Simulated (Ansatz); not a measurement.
**Mo (Im-3m), random displacements**

All numbers below come from DFT PBE, scalar-relativistic, plane waves, PAW (Ansatz 0.2.0). The runs took a 420 eV cutoff, a Γ-centred 12×12×12 mesh and Gaussian smearing (0.15 eV). No spin polarisation. Energies are free energies at this smearing, counted from the undisturbed cell; pressure is positive in compression.

Zero of the scan (as given, not relaxed at this level):

```
CELL_PARAMETERS angstrom
-3.14200 3.14200 -3.14200
3.14200 3.14200 3.14200
3.14200 -3.14200 -3.14200
ATOMIC_POSITIONS crystal
Mo 0.50000 0.00000 0.50000
Mo 0.00000 0.00000 0.50000
Mo 0.50000 0.00000 0.00000
Mo 0.00000 0.00000 0.00000
Mo 0.50000 0.50000 0.50000
Mo 0.00000 0.50000 0.50000
Mo 0.50000 0.50000 0.00000
Mo 0.00000 0.50000 0.00000
```

The atoms are displaced (Å, in the unstrained cell):

```csv
atom,ux,uy,uz
Mo1,-0.187,0.059,0.225
Mo2,0.023,-0.055,0.188
Mo3,0.111,-0.064,0.146
Mo4,-0.202,0.144,-0.179
Mo5,-0.099,-0.055,-0.078
Mo6,0.051,-0.115,0.041
Mo7,0.303,0.151,-0.189
Mo8,-0.001,-0.065,-0.155
```

Strain (Voigt, engineering shear): (0.0024, 0.0087, -0.0023, -0.0006, 0.0043, 0.0045).

Q: What are the energy change, the stress and the forces?

A: ΔE = 482.2 meV/atom; stress (xx, yy, zz, yz, xz, xy; compression positive) (22.46, 13.84, 22.15, -3.43, 0.39, 0.84) GPa.
```tsv
atom	Fx (eV/Å)	Fy	Fz
Mo1	3.63	-1.50	-3.51
Mo2	1.32	2.35	-3.37
Mo3	-3.95	2.99	-1.05
Mo4	3.10	-2.50	4.49
Mo5	2.79	-0.30	0.01
Mo6	-1.05	1.66	-1.25
Mo7	-5.25	-1.84	2.92
Mo8	-0.58	-0.86	1.75
```

Cost: 1 run of about 8 core-minutes, on Arm Neoverse V2 (shared hosts).